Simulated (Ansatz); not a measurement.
Band structure of Mg

```
Mg
1.0
     3.20927    0.00000    0.00000
    -1.60464    2.77931    0.00000
     0.00000    0.00000    5.21033
Mg
2
Direct
  0.33333 0.66667 0.25000
  0.66667 0.33333 0.75000
```

Atoms are numbered in the order listed.

The cell is COD entry 9008506, as deposited and not checked against the literature; nothing was relaxed.

Computed with Ansatz 0.2.0, DFT, PBE, all-electron LAPW, scalar-relativistic.

The runs use a Γ-centred 12×12×7 k mesh, Fermi–Dirac smearing of 0.05 eV, basis error target 1 meV/atom, no spin polarisation.

Points in fractions of the reciprocal vectors of this cell: Γ (0, 0, 0), M (0.5, 0, 0), K (0.333, 0.333, 0), A (0, 0, 0.5), L (0.5, 0, 0.5), H (0.333, 0.333, 0.5). The path joins them by straight lines in the order Γ–M–K–Γ–A–L–H–A–L; legs that retrace an earlier one aren't tabulated. Energies are in eV from the Fermi level.

Metal or insulator at this level of theory?

No gap opens: metallic or semimetallic.

Tabulate bands 8 to 12, counted from the lowest band of the run, along the path.


```json
{"k (1/Å)": "0.00", "point": "Γ", "band 8": "-42.71", "band 9": "-6.83", "band 10": "-1.61", "band 11": "-1.19", "band 12": "10.92"}
{"k (1/Å)": "0.28", "point": "", "band 8": "-42.71", "band 9": "-6.52", "band 10": "-1.33", "band 11": "-0.89", "band 12": "7.38"}
{"k (1/Å)": "0.57", "point": "", "band 8": "-42.71", "band 9": "-5.61", "band 10": "-0.49", "band 11": "-0.04", "band 12": "3.82"}
{"k (1/Å)": "0.85", "point": "", "band 8": "-42.71", "band 9": "-4.11", "band 10": "0.34", "band 11": "0.91", "band 12": "1.76"}
{"k (1/Å)": "1.13", "point": "M", "band 8": "-42.71", "band 9": "-2.07", "band 10": "-2.06", "band 11": "2.70", "band 12": "3.07"}
{"k (1/Å)": "1.29", "point": "", "band 8": "-42.71", "band 9": "-1.97", "band 10": "-1.97", "band 11": "2.79", "band 12": "3.16"}
{"k (1/Å)": "1.46", "point": "", "band 8": "-42.72", "band 9": "-1.68", "band 10": "-1.68", "band 11": "2.57", "band 12": "3.06"}
{"k (1/Å)": "1.62", "point": "", "band 8": "-42.72", "band 9": "-1.21", "band 10": "-1.20", "band 11": "1.02", "band 12": "3.52"}
{"k (1/Å)": "1.78", "point": "K", "band 8": "-42.72", "band 9": "-0.55", "band 10": "-0.54", "band 11": "-0.54", "band 12": "4.16"}
{"k (1/Å)": "2.11", "point": "", "band 8": "-42.72", "band 9": "-3.23", "band 10": "1.05", "band 11": "1.35", "band 12": "1.74"}
{"k (1/Å)": "2.44", "point": "", "band 8": "-42.71", "band 9": "-5.21", "band 10": "-0.12", "band 11": "0.32", "band 12": "3.99"}
{"k (1/Å)": "2.76", "point": "", "band 8": "-42.71", "band 9": "-6.42", "band 10": "-1.23", "band 11": "-0.80", "band 12": "7.33"}
{"k (1/Å)": "3.09", "point": "Γ", "band 8": "-42.71", "band 9": "-6.83", "band 10": "-1.61", "band 11": "-1.19", "band 12": "10.92"}
{"k (1/Å)": "3.24", "point": "", "band 8": "-42.71", "band 9": "-6.74", "band 10": "-2.66", "band 11": "0.02", "band 12": "10.89"}
{"k (1/Å)": "3.39", "point": "", "band 8": "-42.71", "band 9": "-6.48", "band 10": "-3.74", "band 11": "1.55", "band 12": "8.99"}
{"k (1/Å)": "3.54", "point": "", "band 8": "-42.71", "band 9": "-6.05", "band 10": "-4.67", "band 11": "3.23", "band 12": "6.98"}
{"k (1/Å)": "3.69", "point": "A", "band 8": "-42.71", "band 9": "-5.44", "band 10": "-5.44", "band 11": "5.05", "band 12": "5.05"}
{"k (1/Å)": "3.97", "point": "", "band 8": "-42.71", "band 9": "-5.14", "band 10": "-5.14", "band 11": "5.28", "band 12": "5.28"}
{"k (1/Å)": "4.26", "point": "", "band 8": "-42.71", "band 9": "-4.25", "band 10": "-4.25", "band 11": "4.82", "band 12": "4.82"}
{"k (1/Å)": "4.54", "point": "", "band 8": "-42.72", "band 9": "-2.78", "band 10": "-2.78", "band 11": "1.88", "band 12": "1.88"}
{"k (1/Å)": "4.82", "point": "L", "band 8": "-42.72", "band 9": "-1.03", "band 10": "-1.03", "band 11": "-0.40", "band 12": "-0.40"}
{"k (1/Å)": "4.98", "point": "", "band 8": "-42.72", "band 9": "-0.94", "band 10": "-0.94", "band 11": "-0.30", "band 12": "-0.30"}
{"k (1/Å)": "5.15", "point": "", "band 8": "-42.72", "band 9": "-0.67", "band 10": "-0.67", "band 11": "-0.01", "band 12": "-0.01"}
{"k (1/Å)": "5.31", "point": "", "band 8": "-42.72", "band 9": "-0.22", "band 10": "-0.22", "band 11": "0.44", "band 12": "0.44"}
{"k (1/Å)": "5.47", "point": "H", "band 8": "-42.72", "band 9": "0.26", "band 10": "0.26", "band 11": "0.73", "band 12": "0.73"}
{"k (1/Å)": "5.80", "point": "", "band 8": "-42.72", "band 9": "-1.91", "band 10": "-1.91", "band 11": "2.35", "band 12": "2.35"}
{"k (1/Å)": "6.13", "point": "", "band 8": "-42.71", "band 9": "-3.85", "band 10": "-3.85", "band 11": "4.96", "band 12": "4.96"}
{"k (1/Å)": "6.45", "point": "", "band 8": "-42.71", "band 9": "-5.04", "band 10": "-5.04", "band 11": "5.36", "band 12": "5.36"}
{"k (1/Å)": "6.78", "point": "A", "band 8": "-42.71", "band 9": "-5.44", "band 10": "-5.44", "band 11": "5.05", "band 12": "5.05"}
```
